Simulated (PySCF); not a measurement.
C5H5N.
Z-matrix (Å and degrees, PBE0-D3(BJ)/def2-TZVP geometry), rows numbered from 1:
```
C 
C   1  1.3852
C   2  1.3874  1  118.41
N   3  1.3286  2  123.64  1     0.01
C   4  1.3286  3  117.34  2    -0.01
C   1  1.3851  2  118.55  3     0.02
H   1  1.0841  2  120.73  3   179.96
H   2  1.0833  1  121.31  3  -180.00
H   3  1.0867  2  120.24  1   179.99
H   5  1.0867  4  116.14  3  -180.00
H   6  1.0833  1  121.30  2  -179.99
```

The closed-shell ground state was solved at several levels (PySCF, density fitting, gas phase, non-relativistic). Geometry: PBE0-D3(BJ)/def2-TZVP; no solvent, vibrations or thermal averaging.

```
                level  basis functions  total energy (Eh)  HOMO (eV)  LUMO (eV)  gap (eV)  dipole (D)
          B3LYP/pcJ-2              426          -248.3909      -7.19      -1.07      6.12        2.27
       B97-2/pcSseg-2              286          -248.2816      -7.16      -0.90      6.26        2.24
        PBE0/pcSseg-2              286          -248.0759      -7.44      -0.86      6.58        2.26
          B97-2/pcJ-2              426          -248.2932      -7.16      -0.90      6.26        2.24
         KT3/pcSseg-2              286          -252.3946      -6.09      -1.73      4.36        2.14
     PBE0/aug-cc-pVTZ              391          -248.0722      -7.44      -0.89      6.55        2.24
  wB97X-D/aug-cc-pVTZ              391          -248.2763      -9.35       0.77     10.12        2.28
     wB97X-D/pcSseg-2              286          -248.2816      -9.35       0.91     10.26        2.29
CAM-B3LYP/aug-cc-pVTZ              391          -248.2356      -8.90       0.18      9.08        2.30
```

Problem. Estimate the row for PBE0/pcJ-2, a basis of 426 functions; the other rows only guide the guess.

Solution. Total energy -248.0861 Eh, HOMO -7.44 eV, LUMO -0.86 eV, gap 6.58 eV, dipole 2.25 D.

Problem. Over all these levels, which gives the widest orbital gap and which the narrowest?

Solution. wB97X-D/pcSseg-2 (range-separated hybrid) has the widest, 10.26 eV, and KT3/pcSseg-2 (GGA) the narrowest, 4.36 eV. The two share the basis. From the narrowest to the widest the HOMO moves by -3.26 eV and the LUMO by +2.64 eV.

Problem. How much does the basis alone move the frontier levels among the 3 PBE0 rows (the withheld one included)?

Solution. The HOMO by 0.00 eV and the LUMO by 0.03 eV. By rising basis size (HOMO, LUMO in eV): pcSseg-2 -7.44, -0.86; aug-cc-pVTZ -7.44, -0.89; pcJ-2 -7.44, -0.86.

Problem. In the pcSseg-2 basis, how does the gap go with the fixed share of exact exchange?

Solution. KT3 (0 %) 4.36 eV; B97-2 (21 %) 6.26 eV; PBE0 (25 %) 6.58 eV. Each rise in the share widens the gap here.

Problem. How far do the dipole and the HOMO energy spread over the levels?

Solution. The dipole runs from 2.14 to 2.30 D (mean 2.25 D) and the HOMO from -9.35 to -6.09 eV.

wB97X-D is run here without its empirical dispersion term; that term would change no orbital, density or response property at a fixed geometry.
